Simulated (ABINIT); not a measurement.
# CuI (Marshite): a QSGW loop that did not settle

Aim: QSGW for CuI (Marshite), iterated from the one-shot result.

Calculated with ABINIT 10.8.3; PBE and many-body steps on it, plane waves.

Most raw output is cut from this account.

The database entry behind the starting cell differs from later determinations by our own check (about 0.15 % long (mineral sample)), so it need not match the best structure at ambient conditions.

In doubt: a PseudoDojo file used here is known to give poor structures and forces, which bears on pressures, cells, forces and phonons.

### 1. Set-up

Symmetry: F-43m, No. 216, cubic system. Conventional cell: a = 6.063 Å, b = 6.063 Å, c = 6.063 Å, α = 90.00°, β = 90.00°, γ = 90.00°. Nearest to Cu lie 4 I at 2.63 Å. Nearest to I lie 4 Cu at 2.63 Å. Farther neighbours and most contacts between anions are not listed.

The cell and positions come from the Crystallography Open Database and are kept as given unless a step says otherwise. Spin-orbit coupling is left out unless a step names it.

### 2. Ground state

This step: ABINIT 10.8.3; DFT, PBE, plane waves, norm-conserving pseudopotentials.

The ground-state density comes first.

run.abi reads:

```
acell 3*1.0 Angstrom
rprim 
  0.000000000000 3.031500000000 3.031500000000
  3.031500000000 -0.000000000000 3.031500000000
  3.031500000000 3.031500000000 0.000000000000
ntypat 2
znucl 29 53
natom 2
typat 1 2
xred 
  0.250000000000 0.250000000000 0.250000000000
  0.000000000000 0.000000000000 0.000000000000
pp_dirpath "pseudos"
pseudos "Cu.upf, I.upf"
ecut 42
ngkpt 6 6 6
nshiftk 1
shiftk 0 0 0
kptopt 1
chksymbreak 0
nband 18
occopt 1
tolvrs 1e-10
nstep 60
prtwf 0
optforces 0
optstress 0
indata_prefix "in"
outdata_prefix "out"
tmpdata_prefix "tmp"
```

Run with:

```
$ OMP_NUM_THREADS=1 mpirun -n 8 abinit run.abi > log
```

It took 12 s on 8 MPI ranks of Arm Neoverse V1, shared host; peak memory 0.65 GiB; 92 s of CPU time.

This step gave:

```yaml
total_energy: -5511.8747 eV
gap: 1.093 eV
k_of_the_valence_top: 0, 0, 0
k_of_the_conduction_bottom: 0, 0, 0
least_direct_gap: 1.093 eV
```

The gap is direct, at Γ.

### 3. G0W0

The self-energy is evaluated for the states that the input lists, and the levels follow from it, in one-shot runs by the linearised quasiparticle equation.

This step: G0W0 on PBE, plane waves, norm-conserving pseudopotentials.

run.abi, as its differences from that of step 2:

```diff
@@ -15,3 +15,3 @@
 ecut 42
-ngkpt 6 6 6
+ngkpt 4 4 4
 nshiftk 1
@@ -20,9 +20,18 @@
 chksymbreak 0
-nband 18
+istwfk *1
 occopt 1
-tolvrs 1e-10
-nstep 60
-prtwf 0
-optforces 0
-optstress 0
+irdwfk 1
+optdriver 4
+nband 139
+gwcalctyp 0
+ecutsigx 42
+symsigma 1
+nkptgw 1
+kptgw 
+  0.0000000000 0.0000000000 0.0000000000
+bdgw 
+  11 17
+ecuteps 6
+irdscr 1
+ppmodel 1
 indata_prefix "in"
```

Wall time 6.3 s (8 MPI ranks); peak memory 1.6 GiB.

### 4. QSGW, cycle 1

This step: QSGW on PBE, plane waves, norm-conserving pseudopotentials.

run.abi, as its differences from that of step 3:

```diff
@@ -25,10 +25,24 @@
 nband 139
-gwcalctyp 0
+gwcalctyp 28
 ecutsigx 42
-symsigma 1
-nkptgw 1
+symsigma 0
+nkptgw 8
 kptgw 
   0.0000000000 0.0000000000 0.0000000000
+  0.2500000000 0.0000000000 0.0000000000
+  0.5000000000 0.0000000000 0.0000000000
+  0.2500000000 0.2500000000 0.0000000000
+  0.5000000000 0.2500000000 0.0000000000
+  -0.2500000000 0.2500000000 0.0000000000
+  0.5000000000 0.5000000000 0.0000000000
+  -0.2500000000 0.5000000000 0.2500000000
 bdgw 
-  11 17
+  6 23
+  6 23
+  6 23
+  6 23
+  6 23
+  6 23
+  6 23
+  6 23
 ecuteps 6
```

It took 4.3 min on 8 MPI ranks; peak memory 3.6 GiB; 34 min of CPU time.

### 5. QSGW, cycle 2

The corrected levels of the last cycle go back in.

run.abi, as its differences from that of step 4:

```diff
@@ -50,2 +50,3 @@
 ppmodel 1
+irdqps 1
 indata_prefix "in"
```

Run time: 4.8 min. Hardware: 8 MPI ranks; peak memory 3.6 GiB.

### 6. QSGW, cycle 3

run.abi is that of step 5.

Run time: 4.6 min. Hardware: 8 MPI ranks; peak memory 3.6 GiB; 37 min of CPU time.

### 7. QSGW, cycle 4

run.abi is that of step 6.

Wall time 4.5 min (8 MPI ranks); peak memory 3.6 GiB; 36 min of CPU time.

### 8. QSGW, cycle 5

run.abi is that of step 7.

It took 4.8 min on 8 MPI ranks; peak memory 3.6 GiB.

### 9. QSGW, cycle 6

run.abi is that of step 8.

It took 4.3 min on 8 MPI ranks; peak memory 3.6 GiB; 34 min of CPU time.

### 10. QSGW, cycle 7

run.abi is that of step 9.

The job ended after 4.3 min (8 MPI ranks; peak memory 3.6 GiB; 35 min of CPU time).

### 11. The gaps

```tsv
run	starting gap (eV)	gap (eV)
G0W0	1.093	1.598
QSGW, cycle 1	1.093	1.719
QSGW, cycle 2	1.093	2.703
QSGW, cycle 3	1.093	1.613
QSGW, cycle 4	1.093	2.935
QSGW, cycle 5	1.093	0.796
QSGW, cycle 6	1.093	2.718
QSGW, cycle 7	1.093	0.001
QSGW, cycle 8	1.093	0.428
```

### 12. Results

```
outcome  : loop not settled, no gap to quote
settings : 4×4×4 mesh, 139 bands, screening to 163.3 eV
```

**Reading.** The loop did not meet its test in 8 cycles; the last steps moved the gap by +1.922, −2.717 and +0.427 eV. None of its gaps is a result. No run here shows the cause. In the updated screening the q = 0 part is built from Kohn-Sham bands under a rigid shift, the other q from the quasiparticle levels. A d shell, filled or nearly so, lies near the gap. One-shot GW converges very slowly in bands there, not always from below, and on a semilocal start the gap tends to come out low; starts rich in exact exchange can overshoot instead. The many-body steps are scalar-relativistic: spin-orbit coupling is not in them.

[Paths, hosts, dates, memory and timing lines, banners, echoed tables and standing remarks are left out of the program output.]

[Logs are printed without paths, hosts, clocks, repeated set-up lines and the standing remarks that a program may print on its own settings, such as how far it seeks lower states.]

[Runs of the session that timed out or met a known fault of the program may be left out.]

[Hosts, paths, dates, database ids (printed as entryN), source tags and the programs' standing remarks are cut or masked in the printed files.]

[G0W0 gaps are taken among the corrected bands and points alone; a level outside them can change the order at an edge.]

[Where Ansatz stands beside ABINIT at settings called matched, ABINIT's density can come from a denser mesh and the files from another edition; pairs whose starting gaps differed by over 0.03 eV were left out, so agreement reads better than it is.]
